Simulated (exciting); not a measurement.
# Ta (Im-3m) in exciting: equation of state, part 2 of 2

exciting (release sodium). Earlier steps stand in the parts before.

### Step 6. Equation of state, PBEsol, 18.37 Å³/atom (volume scaled by 1.02)

Input file input.xml:

```xml
<input>
  <title>Ta</title>
  <structure speciespath="./" tshift="false">
    <crystal scale="1">
      <basevect>-3.141132901327 3.141132901327 3.141132901327</basevect>
      <basevect>3.141132901327 -3.141132901327 3.141132901327</basevect>
      <basevect>3.141132901327 3.141132901327 -3.141132901327</basevect>
    </crystal>
    <species speciesfile="Ta.xml" rmt="2.3">
      <atom coord="0.000000000000 0.000000000000 0.000000000000"/>
    </species>
  </structure>
  <groundstate do="fromscratch" ngridk="11 11 11" rgkmax="9" gmaxvr="14" lmaxapw="10" lmaxmat="10" lmaxvr="8" xctype="GGA_PBE_SOL" stype="Fermi Dirac" swidth="0.00183747" nempty="12" ValenceRelativity="iora*" epsengy="1e-05" epspot="1e-05" maxscl="60" outputlevel="normal"/>
</input>
```

Potentials or basis: all-electron LAPW+lo, shipped species files, valence relativity iora*.

Launch:

```
$ OMP_NUM_THREADS=1 exciting_smp
```

INFO.OUT:

```text
================================================================================
EXCITING SODIUM started
[... 10 lines left out ...]

 Lattice vectors (cartesian) :
     -3.1411329013      3.1411329013      3.1411329013
      3.1411329013     -3.1411329013      3.1411329013
      3.1411329013      3.1411329013     -3.1411329013

 Reciprocal lattice vectors (cartesian) :
      0.0000000000      1.0001463651      1.0001463651
      1.0001463651      0.0000000000      1.0001463651
      1.0001463651      1.0001463651      0.0000000000

 Unit cell volume                           :     123.9706638139
 Brillouin zone volume                      :       2.0008783192

 Species :    1 (Ta)
     parameters loaded from                 :    Ta.xml
     name                                   :    tantalum
     nuclear charge                         :     -73.00000000
     electronic charge                      :      73.00000000
     atomic mass                            :  329847.84330000
     muffin-tin radius                      :       2.30000000
     # of radial points in muffin-tin       :     450

     atomic positions (lattice) :
       1 :   0.00000000  0.00000000  0.00000000

 Total number of atoms per unit cell        :       1

 Spin treatment                             :    spin-unpolarised

 Number of Bravais lattice symmetries       :      48
 Number of crystal symmetries               :      48

 k-point grid                               :      11   11   11
 Total number of k-points                   :      56
 k-point set is reduced with crystal symmetries

 R^MT_min * |G+k|_max (rgkmax)              :       9.00000000
 Species with R^MT_min                      :       1 (Ta)
 Maximum |G+k| for APW functions            :       3.91304348
 Maximum |G| for potential and density      :      14.00000000

 G-vector grid sizes                        :      25    25    25
 Total number of G-vectors                  :    5721

 Maximum angular momentum used for
     APW functions                          :      10
     computing H and O matrix elements      :      10
     potential and density                  :       8
     inner part of muffin-tin               :       2

 Total nuclear charge                       :     -73.00000000
 Total electronic charge                    :      73.00000000
 Total core charge                          :      46.00000000
 Total valence charge                       :      27.00000000

 Number of empty states                     :      12
 Total number of valence states             :      26

 Maximum Hamiltonian size                   :     167
 Maximum number of plane-waves              :     140
 Total number of local-orbitals             :      27

 Exchange-correlation type                  :      22
[... 23 lines left out ...]
+ SCF iteration number :    1                                                  +
++++++++++++++++++++++++++++++++++++++++++++++++++++++++++++++++++++++++++++++++
 Total energy                               :    -15607.97567717
 _______________________________________________________________
 Fermi energy                               :         0.46775366
 Kinetic energy                             :     17543.46197658
 Coulomb energy                             :    -32838.75362597
 Exchange energy                            :      -307.73442374
 Correlation energy                         :        -4.94960404

 DOS at Fermi energy (states/Ha/cell)       :        34.24013668

 Electron charges :
     core                                   :        46.00000000
     core leakage                           :         0.00000945
     valence                                :        27.00000000
     interstitial                           :         2.91485654
     charge in muffin-tin spheres :
                  atom     1    Ta          :        70.08514346
     total charge in muffin-tins            :        70.08514346
     total charge                           :        73.00000000
[... 230 lines left out ...]
 Electron charges :
     core                                   :        46.00000000
     core leakage                           :         0.00000903
     valence                                :        27.00000000
     interstitial                           :         2.80166312
     charge in muffin-tin spheres :
                  atom     1    Ta          :        70.19833688
     total charge in muffin-tins            :        70.19833688
     total charge                           :        73.00000000

 RMS change in effective potential (target) :  0.801445E-08  ( 0.100000E-04)
 Absolute change in total energy   (target) :  0.297963E-05  ( 0.100000E-04)
 Charge distance                   (target) :  0.137887E-08  ( 0.100000E-04)

++++++++++++++++++++++++++++++++++++++++++++++++++++++++++++++++++++++++++++++++
| Convergency criteria checked for the last 2 iterations                       +
| Convergence targets achieved. Performing final SCF iteration                 +
++++++++++++++++++++++++++++++++++++++++++++++++++++++++++++++++++++++++++++++++
 Total energy                               :    -15621.47596882
 _______________________________________________________________
 Fermi energy                               :         0.46084828
 Kinetic energy                             :     17534.89806360
 Coulomb energy                             :    -32843.44863510
 Exchange energy                            :      -307.97376493
 Correlation energy                         :        -4.95163238

 DOS at Fermi energy (states/Ha/cell)       :        27.58499491

 Electron charges :
     core                                   :        46.00000000
     core leakage                           :         0.00000903
     valence                                :        27.00000000
     interstitial                           :         2.80166308
     charge in muffin-tin spheres :
                  atom     1    Ta          :        70.19833692
     total charge in muffin-tins            :        70.19833692
     total charge                           :        73.00000000

++++++++++++++++++++++++++++++++++++++++++++++++++++++++++++++++++++++++++++++++
[... 12 lines left out ...]
| EXCITING SODIUM stopped                                                      =
================================================================================
```

It took 26 s on 1 thread of Arm Neoverse V1, shared host; peak memory 0.1 GiB.

Results:

```
Free energy                                       : -425082.0253 eV
Band gap on the k mesh                            : none (metal or under the smearing width)
All electrons inside the program's atomic spheres : Ta 70.20 (radii Ta 2.3 bohr)
```

Caveat: the log's total energy holds no entropy term; the free energy is that total less TS from the occupations.

### Step 7. Equation of state, PBEsol, 18.73 Å³/atom (volume scaled by 1.04)

Changes to input.xml since step 6:

```diff
@@ -4,5 +4,5 @@
     <crystal scale="1">
-      <basevect>-3.141132901327 3.141132901327 3.141132901327</basevect>
-      <basevect>3.141132901327 -3.141132901327 3.141132901327</basevect>
-      <basevect>3.141132901327 3.141132901327 -3.141132901327</basevect>
+      <basevect>-3.161530439765 3.161530439765 3.161530439765</basevect>
+      <basevect>3.161530439765 -3.161530439765 3.161530439765</basevect>
+      <basevect>3.161530439765 3.161530439765 -3.161530439765</basevect>
     </crystal>
```

Launch:

```
$ OMP_NUM_THREADS=1 exciting_smp
```

It took 31 s on 1 thread of Arm Neoverse V1, shared host; peak memory 0.1 GiB.

Results (log left out):

| Item | Value |
| --- | --- |
| Free energy | -425082.0036 eV |
| Band gap on the k mesh | none (metal or under the smearing width) |
| All electrons inside the program's atomic spheres | Ta 70.17 (radii Ta 2.3 bohr) |

Caveat: the log's total energy holds no entropy term; the free energy is that total less TS from the occupations.

### Step 8. Equation of state, PBEsol, 19.09 Å³/atom (volume scaled by 1.06)

Changes to input.xml since step 7:

```diff
@@ -4,5 +4,5 @@
     <crystal scale="1">
-      <basevect>-3.161530439765 3.161530439765 3.161530439765</basevect>
-      <basevect>3.161530439765 -3.161530439765 3.161530439765</basevect>
-      <basevect>3.161530439765 3.161530439765 -3.161530439765</basevect>
+      <basevect>-3.181668119319 3.181668119319 3.181668119319</basevect>
+      <basevect>3.181668119319 -3.181668119319 3.181668119319</basevect>
+      <basevect>3.181668119319 3.181668119319 -3.181668119319</basevect>
     </crystal>
```

Launch:

```
$ OMP_NUM_THREADS=1 exciting_smp
```

It took 31 s on 1 thread of Arm Neoverse V1, shared host; peak memory 0.1 GiB.

Results (log left out):

| Property | Result |
| --- | --- |
| Free energy | -425081.9747 eV |
| Band gap on the k mesh | none (metal or under the smearing width) |
| All electrons inside the program's atomic spheres | Ta 70.15 (radii Ta 2.3 bohr) |

Caveat: the log's total energy holds no entropy term; the free energy is that total less TS from the occupations.

### Step 9. Equation of state, PBEsol

Potentials or basis: all-electron LAPW+lo, shipped species files, valence relativity iora*.

This step only gathers the single runs of the series.

What came out:

| Quantity | Value |
| --- | --- |
| Equilibrium volume | 17.62 Å³/atom |
| Bulk modulus | 209 GPa |
| Pressure derivative of the bulk modulus | 4.0 (rough: it moves with the points fitted) |

Energy against volume, from the lowest point:
```tsv
volume (Å³/atom)	energy (meV/atom)
16.930	18.84
17.290	4.08
17.650	0.00
18.010	5.42
18.371	19.42
18.731	41.10
19.091	70.03
```

Spin-orbit coupling is left out, which matters for the levels of Ta.

### Step 10. How close it comes

Step 9. Measured bulk modulus of Ta: 194 GPa (quoted in “Pressure effects on the electronic structure and superconductivity of (TaNb)0.67(HfZrTi)0.33 high entropy alloy”, 2019, arxiv:1910.08312). This calculation gives 209 GPa (+7.7 %). The fit is for a static lattice scaled at fixed shape and fixed fractional positions.
